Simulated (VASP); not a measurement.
# CdSe (Cadmoselite): single point with PBE

**What was measured.**

From a printed reference work, data compilation, for a bulk crystal of CdSe at 2 K: band gap 1.841 eV.

CdSe (Cadmoselite):

```
Cd Se
1.0
     4.38255    0.00000    0.00000
    -2.19128    3.79540    0.00000
     0.00000    0.00000    7.15563
Cd Se
2 2
Direct
  0.33333 0.66667 0.00461
  0.66667 0.33333 0.50461
  0.33333 0.66667 0.38039
  0.66667 0.33333 0.88039
```

| Quantity | Value |
| --- | --- |
| Program | VASP 6.6.1 |
| Task | single point |
| Functional | PBE |
| Potentials or basis | VASP PAW PBE potentials, release 64 (Cd, Se) |
| Cutoff | 520 eV |
| k mesh | 9 × 9 × 6 |
| Occupations | gaussian, width 0.02 eV |
| Spin | no spin polarisation |
| Dipole correction | no |
| Further INCAR settings | ALGO = Normal; EDIFF = 1e-06; NBANDS = 26 |

```yaml
Pressure: 0.2 GPa
Band_gap_on_the_k_mesh: 0.54 eV, direct
```

Forces in eV/Å, atoms in the order of the input:
```
Cd   0.000  0.000  0.003
Cd   0.000  0.000  0.003
Se   0.000  0.000 -0.003
Se   0.000  0.000 -0.003
```

Levels at points of the mesh, in eV from the valence-band top:
| k point | band 14 | band 15 | band 16 | band 17 | band 18 | band 19 | band 20 | band 21 | band 22 | band 23 |
| --- | --- | --- | --- | --- | --- | --- | --- | --- | --- | --- |
| (0.00, 0.00, 0.00) | -0.69 | -0.69 | -0.04 | 0.00 | 0.00 | 0.54 | 2.14 | 5.85 | 5.85 | 6.12 |
| (0.00, 0.00, 0.50) | -2.53 | -0.36 | -0.36 | -0.36 | -0.36 | 2.26 | 2.26 | 5.76 | 5.76 | 6.24 |

It took 60 s on 1 thread of Intel(R) Xeon(R) 6975P-C (Granite Rapids), on a shared host, peak memory 0.32 GiB.

A measured gap of CdSe is 1.841 eV (2 K; a printed reference work, data compilation); the calculated 0.54 eV misses it by -1.30 eV. So large a miss can be the level of theory's own, or it may mean another phase, state or a wrong row. Spin-orbit coupling on Cd, Se is left out. The value is that of PBE, without temperature or zero-point motion. Semilocal functionals fall short of measured gaps as a rule.
